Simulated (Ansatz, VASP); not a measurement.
Two plane-wave programs on SiC3

Contents of INCAR:

```
PREC = Accurate
ENCUT = 520
EDIFF = 1E-6
ISMEAR = -1
SIGMA = 0.02
LREAL = F
LASPH = T
NELM = 100
ALGO = Normal
ISIF = 2
LWAVE = F
LCHARG = F
GGA = PE
NBANDS = 16
```

KPOINTS

```
regular mesh
0
Gamma
  10 10 10
```

File POSCAR:

```
SiC3
1.0
    1.4584631515      0.8420440931      4.6700734304
   -1.4584631515      0.8420440931      4.6700734304
    0.0000000000     -1.6840881863      4.6700734304
C Si
3 1
Direct
    1.0077690400      0.0077690400      0.0077690400
    0.4898598165      0.4898598165      0.4898598165
    0.3795624530      0.3795624530      0.3795624530
    0.8728086904      0.8728086904      0.8728086904
```

Input for Ansatz:

```yaml
crystal:
  lattice:
    - [1.4584631515, 0.8420440931, 4.6700734304]
    - [-1.4584631515, 0.8420440931, 4.6700734304]
    - [0.0, -1.6840881863, 4.6700734304]
  atoms:
    - { symbol: C, position: [1.00776904, 0.00776904, 0.00776904] }
    - { symbol: C, position: [0.4898598165, 0.4898598165, 0.4898598165] }
    - { symbol: C, position: [0.379562453, 0.379562453, 0.379562453] }
    - { symbol: Si, position: [0.8728086904, 0.8728086904, 0.8728086904] }
kpoints:
  mp_grid: { grid: [10, 10, 10] }
  band_path:
    path:
      - [0.0, 0.0, 0.0]
      - [-0.5, -0.5, -0.5]
      - [-0.5, -0.187080252, -0.812919748]
      - [-0.187080252, 0.187080252, -0.5]
      - [0.0, 0.0, -0.5]
      - [0.0, 0.343540126, -0.343540126]
      - [-0.343540126, 0.0, -0.656459874]
      - [-0.5, 0.0, -0.5]
      - [0.1, -0.5, -0.5]
    npoints: 1
hamiltonian:
  xc: pbe
scf:
  occupations: { method: fermi_dirac, width: 0.02 }
  n_extra_bands: 5
output:
  forces: true
  stress: true
  eigenvalues: true
  write_density: true
  write_potential: true
  elf: true
  volumetric_format: npy
```

Change from the starting cell: biaxial_xy strain +3.0%.

Alike in both runs: task single point; functional PBE; k mesh 10 × 10 × 10; occupations fermi-dirac, width 0.02 eV; no spin polarisation.

|  | VASP | Ansatz |
| --- | --- | --- |
| version | VASP 6.6.1 | Ansatz 0.2.0 |
| potentials or method | VASP PAW PBE potentials, release 64 (C, Si) | plane waves, PAW |
| plane-wave cutoff (eV) | 520 | 420 |
| valence electrons in the cell | 16 | 16 |

```csv
,VASP,Ansatz,Ansatz less VASP
gap on the k mesh at the Fermi level (eV),1.80,1.81,+0.004
pressure (GPa),-10.3,-10.3,-0.05
largest component of the traceless stress (GPa),9.87,9.86,-0.012
rms of the force components (eV/Å),0.114,0.121,+0.0071
```

Atom by atom the forces differ by 0.013 eV/Å (rms over components).

A k mesh can miss the band edges.
